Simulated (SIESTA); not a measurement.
The system is BN.

```
N B
1.0
     0.00000    1.81300    1.81300
     1.81300    0.00000    1.81300
     1.81300    1.81300    0.00000
N B
1 1
Direct
  0.25000 0.25000 0.25000
  0.00000 0.00000 0.00000
```

The cell is a database's computed one.

Base run:

```yaml
Program: SIESTA 5.4.2
Functional: PBEsol
Potentials_or_basis: PseudoDojo 0.4 standard (PBEsol files)
Basis: DZP (energy shift 0.003 Ry)
Grid_cutoff: 800 Ry
Energy_shift: 0.003 Ry
k_mesh: 13 × 13 × 13
Occupations: fermi-dirac, width 0.05 eV
Spin: no spin polarisation
```

Its results: band gap on the k mesh 4.45 eV, indirect (least direct gap 8.79 eV); pressure -2.4 GPa.

Problem. The run is repeated on the same cell with these changes: functional from PBEsol to PBE; potentials or basis from PseudoDojo 0.4 standard (PBEsol files) to PseudoDojo 0.4 standard (PBE files). What comes out?

Solution. Band gap on the k mesh 4.64 eV, indirect (least direct gap 8.84 eV); pressure 2.6 GPa.

Caveats: the basis of atomic orbitals isn't converged, which shifts pressures, moduli and gaps.

A k mesh can miss the band edges.
